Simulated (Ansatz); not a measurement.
MgO2:

```
Mg O
1.0
     4.82861    0.00000    0.00000
     0.00000    4.82861    0.00000
     0.00000    0.00000    4.82861
Mg O
4 8
Direct
  0.00000 0.00000 0.00000
  0.50000 0.00000 0.50000
  0.50000 0.50000 0.00000
  0.00000 0.50000 0.50000
  0.58942 0.91058 0.08942
  0.91058 0.08942 0.58942
  0.08942 0.58942 0.91058
  0.41058 0.41058 0.41058
  0.58942 0.58942 0.58942
  0.91058 0.41058 0.08942
  0.08942 0.91058 0.41058
  0.41058 0.08942 0.91058
```

The cell is a database's computed one.

```yaml
Program: Ansatz 0.2.0
Task: relaxation of cell and atoms
Functional: LDA
Potentials_or_basis: Ansatz PAW
Cutoff: "420 eV (not typed: the program's choice for these potentials)"
k_mesh: 6 × 6 × 6
Occupations: fermi-dirac, width 0.05 eV
Spin: no spin polarisation
```

At the start: volume 9.38 Å³/atom.

Question: How do energy, volume and symmetry change on relaxing?

Answer: It ends after 7 steps and the volume is 9.07 Å³/atom (-3.4 %); space group Pa-3 (No. 205, to 0.05 Å).

The path:
```
step  energy change (eV)  largest force (eV/Å)  volume (Å³)
   1              0.0000                0.5698       112.58
   2             -0.0738                0.3180       110.83
   3             -0.1109                0.0263       108.94
   4             -0.1104                0.0007       109.03
   5             -0.0882                0.0013       109.03
   6             -0.0903                0.0016       108.80
   7             -0.0872                0.0015       108.80
```

Final structure:
```
CELL_PARAMETERS angstrom
4.77390 0.00000 0.00000
0.00000 4.77390 0.00000
0.00000 0.00000 4.77390
ATOMIC_POSITIONS crystal
Mg 0.00000 0.00000 0.00000
Mg 0.50000 0.00000 0.50000
Mg 0.50000 0.50000 0.00000
Mg 0.00000 0.50000 0.50000
O 0.58855 0.91145 0.08855
O 0.91145 0.08855 0.58855
O 0.08855 0.58855 0.91145
O 0.41145 0.41145 0.41145
O 0.58855 0.58855 0.58855
O 0.91145 0.41145 0.08855
O 0.08855 0.91145 0.41145
O 0.41145 0.08855 0.91145
```

Caveat: the plane-wave basis is chosen anew once the cell has moved, so the energies of steps on either side of that aren't comparable; the pressure holds a Pulay correction of +1.2 GPa for the finite cutoff; the PAW data sets come from PBE, with cores solved anew for the run's functional, which leaves a small shift of forces and pressure.
